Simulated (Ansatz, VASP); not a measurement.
# CdSe: VASP beside Ansatz, part 2 of 2

Aim: how closely do two programs agree when they are given the same cell, functional and k mesh?

VASP 6.6.1 and Ansatz 0.2.0.

So far: Starting point; VASP: G0W0 gap, PBE.

## (3) Ansatz: G0W0 gap, PBE

Level of this step: Ansatz beside VASP: Kohn-Sham DFT, plane waves, PBE, G0W0 (Ansatz).

Ansatz runs on its default PAW (the set named soft_2) files.

The same cell, functional and mesh now go to Ansatz, which takes its cutoff from its data sets.

input.yaml

```yaml
crystal:
  lattice:
    - [0.0, 3.025, 3.025]
    - [3.025, 0.0, 3.025]
    - [3.025, 3.025, 0.0]
  atoms:
    - { symbol: Cd, position: [0.0, 0.0, 0.0] }
    - { symbol: Se, position: [0.75, 0.75, 0.75] }
hamiltonian:
  xc: pbe
  pseudopotentials: { kind: paw }
kpoints:
  mp_grid: { grid: [4, 4, 4] }
scf:
  occupations: { method: fixed }
gw:
  n_empty_bands: 119
  ecut_chi: 100.0
  qp_bands: [v2, c2]
  qp_kpoints: band_edges
  screening: { model: contour_deformation }
```

On the command line:

```
> ansatz run input.yaml --threads 4 --pin off --max-ram 9216MiB --backend cpu --events-out ev --progress --plain --runs-dir out
```

Numbers of over 12 decimals in the logs are rounded to 6 here.

What it wrote:

```text
Engine: ansatz 0.2.0, aarch64-unknown-linux-gnu
Pseudopotentials: kind: paw
Pseudopotential: Cd, paw, valence charge 20, recommended cutoff 420 eV (normal), Cd.paw.azcp
Pseudopotential: Se, paw, valence charge 16, recommended cutoff 420 eV (normal), Se.paw.azcp
Functional definition: PBE
  parameter kappa = 0.804
  parameter beta = 0.066725
  exchange = pbe_x(kappa = kappa, mu = beta*pi^2/3)
  correlation = pbe_c(beta = beta)
Crystal: 2 atoms, lattice volume = 55.361 Å³
Basis set: ecut = 420 eV, 1067 PW (Γ)
Bands: 22, of which v1, the nominal top of the filled ones, is band 18 counted from 1 (17 counted from 0)
Symmetry: 24 space group operations
Space group: F-43m (ITA 216), of the structure as read, at distance tolerance 3.8e-5 Å
k-points: 8 of 64 (time reversal used)
Non-local potential: Cd, projectors of the file, l = 0: 3, l = 1: 2, l = 2: 2, l = 3: 1
Non-local potential: Se, projectors of the file, l = 0: 2, l = 1: 2, l = 2: 3, l = 3: 1
PAW form: soft (Blöchl's): semilocal exchange-correlation on the pseudo side does not see the compensation charge
PAW one-centre angular grid: Cd, 590 points (default); XC on 64 Gauss nodes
PAW one-centre angular grid: Se, 590 points (default); XC on 64 Gauss nodes
Initial density: superposition of atomic densities (neutral atoms: chi_scale 0, normalization atom), corrected by the library's trained network
Initial wavefunctions: pseudopotential atomic-orbital guess
Functional: x = pbe(κ = 0.804, μ = 0.219515), c = pbe(β = 0.066725)
SCF iter   1: F=—  HF=-13724.700379 eV  |F-HF|=—  |Δ(HF+E_count)|=         —  Δρ=4.49e-4  dr2=7.36e-5  ethr=1.77e-3  ⟨swp⟩=4.8  Hψ=646  notcnv=0  defer=13
preconditioner: auto → none  [insulator: Δε(μ)=0.631 eV  Ē_g=12.195 eV  n_scr=14 (ndim 8)  ℏωp=21.2 eV  f_vac=0.197  ε∞_Penn≈4.0]
SCF iter   2: F=—  HF=-13724.701120 eV  |F-HF|=—  |Δ(HF+E_count)|=   7.41e-4  Δρ=1.84e-4  dr2=9.48e-6  ethr=2.04e-7  ⟨swp⟩=2.9  Hψ=417  notcnv=0  defer=13
SCF iter   3: F=—  HF=-13724.701141 eV  |F-HF|=—  |Δ(HF+E_count)|=   2.11e-5  Δρ=8.98e-5  dr2=1.97e-6  ethr=2.63e-8  ⟨swp⟩=2.0  Hψ=288  notcnv=0  defer=13
SCF iter   4: F=—  HF=-13724.701154 eV  |F-HF|=—  |Δ(HF+E_count)|=   1.25e-5  Δρ=2.42e-5  dr2=1.95e-7  ethr=5.47e-9  ⟨swp⟩=2.0  Hψ=253  notcnv=0  defer=14
iter 5 did not close the SCF: its close was put off for the readings that it lacked (scf_convergence_deferred on its scf_iter line)
SCF iter   5: F=-13724.701155 eV  HF=-13724.701155 eV  |F-HF|=2.11e-8  |Δ(HF+E_count)|=   1.18e-6  Δρ=9.57e-6  dr2=3.70e-8  ethr=5.42e-10  ⟨swp⟩=2.1  Hψ=277  notcnv=0  defer=14
SCF iter   6: F=-13724.701155 eV  HF=-13724.701155 eV  |F-HF|=2.94e-9  |Δ(HF+E_count)|=   3.27e-8  Δρ=3.31e-6  dr2=6.56e-9  ethr=1.03e-10  ⟨swp⟩=4.2  Hψ=643  notcnv=0
SCF 1 converged in 6 iterations: F = -13724.701155 eV  dr2 = 6.56e-9
  greatest PAW one-centre occupation: 1.000 electrons in one spin orbital (limit 2), on the Cd atom at site 0 (counted from 0), in its partial waves of l = 0
NSCF: frozen V_eff on 8 k-points
G₀W₀ screening: q 1/8
G₀W₀ screening: q 2/8 (q-point 5)
G₀W₀ screening: q 3/8 (q-point 6)
G₀W₀ screening: q 4/8 (q-point 2)
G₀W₀ screening: q 5/8 (q-point 4)
G₀W₀ screening: q 6/8 (q-point 8)
G₀W₀ screening: q 7/8 (q-point 3)
G₀W₀ screening: q 8/8 (q-point 7)
G₀W₀ self-energy: k 1/5
G₀W₀ self-energy: k 2/5
G₀W₀ self-energy: k 3/5
G₀W₀ self-energy: k 4/5
G₀W₀ self-energy: k 5/5
NSCF: frozen V_eff on 1 k-points
SCF converged after 6 iterations
Free energy (F): -13724.701155 eV
Harris-Foulkes:  -13724.701155 eV  (|F-HF|=2.94e-9)
Internal energy: -13724.701155 eV  (E = F + TS)
E sigma→0 (E₀):  -13724.701155 eV
Fermi energy:    7.738700 eV
--- Per-component energies (eV) ---
  E_band       = -882.254991
  E_kinetic    = 624.639186
  E_local      = -6338.651894  (includes V_loc(G=0)·N_el)
  E_nonlocal   = -562.421931
  E_hartree    = 3017.768530
  E_xc         = -281.445907
  E_vxc        = -320.477467  (∫ρ·V_xc dr)
  E_paw        = -5994.519564  (= ΣΔE_a)
  E_vpaw       = -320.878816  (= ΣTr[D̂ρ^β])
  E_aug_tail   = -0.000587  (compensation charges beyond the density's cutoff)
  E_ewald      = -4190.068988
  E_smearing   = -0.000000  (= −TS)
  E_closure    = 0.000000  (closes the sum)
  Σ components = -13724.701155   (vs F -13724.701155, Δ=0.00e0)
--- Band table (eV; the first three rows and the last of 8) ---
  k-point 0: bands = [... 14 lower, 0.1180, 7.7387, 7.7387, 7.7387, 8.3663, 13.6627, 13.6627, 13.6627]
  k-point 1: bands = [... 14 lower, 0.1201, 5.0277, 7.3233, 7.3233, 10.0561, 13.7115, 14.1913, 14.1913]
  k-point 2: bands = [... 14 lower, 0.4274, 3.2519, 6.9655, 6.9655, 10.1409, 14.1786, 14.1786, 15.1802]
  k-point 7: bands = [... 14 lower, 0.6284, 3.6716, 5.4462, 5.4574, 12.8331, 12.9429, 14.2267, 15.3354]
--- G₀W₀: contour deformation, 8 samples at zero and on the imaginary axis and 3 off it, 64 q-points, 119 empty bands' worth ---
  eigenvalues of the whole cell's RPA ε∞ on this k-mesh (on a slab, of 1 + 4πα/V) = 37.3982, 37.3982, 37.3982; static W/v taken at q = 0 is 0.026739
  bands read: the sum over 137 bands ends inside a degenerate multiplet in 1 slot, whose members it reads at an even weight; the widest, k=3: bands 137 to 138 (counted from 1) at 1/2 each
  gw.qp_kpoints: band_edges: 5 of 8 stored k-points solved, in 1 pass; an edge of the gap read off the rows below is read off those points alone
    valence top: of the k-points left out ik 5 came nearest to being solved in a further pass, in band 18 (counted from 1, as in the quasiparticle table): it holds the edge there only if its correction is more favourable than any solved in that band by at least 0.798 eV; those differ by 0.144 eV
    conduction bottom: of the k-points left out ik 4 came nearest to being solved in a further pass, in band 19 (counted from 1, as in the quasiparticle table): it holds the edge there only if its correction is more favourable than any solved in that band by at least 2.873 eV; those differ by 0.259 eV
    ik  band        ε_KS         Σx   Σc(E_QP)       V_xc       Z   E_QP_lin       E_QP  E_QP is
     0    17      7.7387   -20.1164     2.1844   -17.4980  0.7181     7.2889     7.3046  root
     0    18      7.7387   -20.1164     2.1844   -17.4980  0.7181     7.2889     7.3046  root
     0    19      8.3663    -8.9158    -3.7061   -12.7559  0.7462     8.5013     8.5003  root
     0    20     13.6627    -6.6350    -4.4070   -11.2145  0.7287    13.8372    13.8352  root
     1    17      7.3233   -19.4719     2.2607   -16.7389  0.7154     6.8312     6.8509  root
     1    18      7.3233   -19.4719     2.2607   -16.7389  0.7154     6.8312     6.8509  root
     1    19     10.0561    -8.8716    -3.8734   -12.9195  0.7394    10.2325    10.2306  root
     1    20     13.7115    -7.3244    -4.4167   -11.8730  0.7209    13.8445    13.8433  root
     2    17      6.9655   -18.9708     2.3523   -16.1146  0.7122     6.4381     6.4617  root
     2    18      6.9655   -18.9708     2.3523   -16.1146  0.7122     6.4381     6.4617  root
     2    19     10.1409    -8.2630    -3.9821   -12.4266  0.7431    10.3245    10.3224  root
     2    20     14.1786    -6.6897    -4.4140   -11.2463  0.7245    14.3223    14.3211  root
     3    17      6.6726   -18.5539     2.3954   -15.6350  0.7095     6.1226     6.1490  root
     3    18      6.6726   -18.5539     2.3954   -15.6350  0.7095     6.1226     6.1490  root
     3    19     11.0650    -9.1592    -3.9208   -13.2495  0.7324    11.2362    11.2344  root
     3    20     11.9373    -6.9121    -4.1157   -11.1439  0.7399    12.0542    12.0533  root
     6    17      5.8296   -17.4401     2.6303   -14.2322  0.6989     5.2147     5.2519  root
     6    18      5.8296   -17.4401     2.6303   -14.2322  0.6989     5.2147     5.2519  root
     6    19     10.8390    -6.2545    -3.6903    -9.8676  0.7497    10.7622    10.7618  root
     6    20     11.5086    -8.6211    -4.0567   -12.8749  0.7370    11.7082    11.7057  root
```

The job ended after 9.9 s (4 threads of Arm Neoverse V1, shared host; peak memory 0.52 GiB; 33 s of CPU time).

Reading the cycles: dr2 is the Hartree energy of the density residual (eV), the measure of convergence; HF is the Harris–Foulkes estimate of the energy, which meets the free energy F at convergence.

## (4) Comparison

Known differences besides the potentials themselves: the two programs' PAW sets differ in cores and partial waves; the data sets hold 36 valence electrons in Ansatz (default PAW (the set named soft_2) files) and 18 in VASP; the cutoff is 420 eV in Ansatz and 300 eV in VASP; VASP leaves aspherical gradient terms in its spheres out (LASPH is not set), Ansatz keeps them; Ansatz integrates over frequency by contour deformation, VASP on a grid of NOMEGA points. Total energies have different zeros and are not compared.

Compared:

```
                 quantity  Ansatz  VASP  difference
G0W0 gap on the mesh (eV)    1.21  1.27       -0.06
    PBE gap under it (eV)    0.63  0.61       +0.02
```

## (5) What came out

```json
{
 "difference in G0W0 gap on the mesh (G0W0 gap, PBE)": "-0.062 eV"
}
```

What this shows: The difference in G0W0 gap on the mesh is -0.062 eV (G0W0 gap, PBE), within the 0.15 eV picked in this series as the mark of a large difference. How closely two codes agree says nothing of how well the functional describes the real material.

[Lines on the potential files, build, host, timing and source positions are cut from VASP's logs without a mark.]

[Logs are printed without paths, hosts, clocks, repeated set-up lines and the standing remarks that a program may print on its own settings, such as how far it seeks lower states.]

[Hosts, paths, dates, database ids (printed as entryN), source tags and the programs' standing remarks are cut or masked in the printed files.]
